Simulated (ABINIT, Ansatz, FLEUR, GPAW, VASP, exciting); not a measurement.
# Ir: programs and potentials compared

```
Ir
1.0
    -0.00903    1.95837    1.93892
     1.89839    0.02290    1.90699
     1.89968    1.92773    0.02161
Ir
1
Direct
  0.99766 0.99684 0.98575
```

The given cell was strained at random by a few per cent at fixed volume.

Alike in all runs: task single point; functional PBEsol; k mesh 12 × 12 × 12; occupations fermi-dirac, width 0.05 eV; no spin polarisation; no spin-orbit coupling. Pressure is positive in compression and, in plane waves, holds the error of the finite cutoff.

```tsv
program and potentials	plane-wave cutoff (eV)	notes	band gap (eV)	pressure (GPa)	energy over the undisturbed cell (meV/atom)
exciting, all-electron LAPW+lo, shipped species files, valence relativity iora*	-	-	no gap	-	12.79
VASP, PBE PAW files Ir, 520 eV	520	potentials made for PBE; 9 valence electrons an atom on average	no gap	0.69	-
GPAW, PAW data sets generated for this functional	600	15 valence electrons an atom on average	no gap	-1.60	12.60
FLEUR, all-electron, FLAPW	-	-	no gap	-	12.88
Ansatz, all-electron LAPW, scalar-relativistic	-	-	no gap	-0.34	-
ABINIT, JTH PAW PBE v2.0	435	potentials made for PBE; 15 valence electrons an atom on average	no gap	0.43	12.58
```

None finds a gap. The pressure spans -1.60 (GPAW, PAW data sets generated for this functional) to 0.69 GPa (VASP, PBE PAW files Ir, 520 eV), with all-electron results at -0.34.

Differences between rows come from potentials, basis sets and numerical settings, since the functional is the same but for its coding. Runs on potential files found faulty are left out.
